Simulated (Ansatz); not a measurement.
Fluorite SrF2, treated with r²SCAN+rVV10 (Ansatz, an electronic-structure program, PAW).

Run with plane-wave cutoff 500 eV, 10×10×10 k mesh, gaussian smearing 0.02 eV, scalar-relativistic PAW data made under PBE.

Cell (relaxed at this level):

```
SrF2
1.0
    0.00000     2.88244     2.88244
    2.88244     0.00000     2.88244
    2.88244     2.88244     0.00000
Sr F
1 2
Direct
  0.00000   0.00000   0.00000
  0.25000   0.25000   0.25000
  0.75000   0.75000   0.75000
```

Q: Estimate the band gap that the calculation returns.

A: 
band gap: 7.52 eV (on the SCF k mesh)

Measured, for comparison: band gap 11.1 eV (temperature not stated, no zero-point or thermal correction; as tabulated in Aguado et al. (1999), arXiv:cond-mat/9901145).

Spin–orbit coupling is not included.

Computed values are for the static lattice.
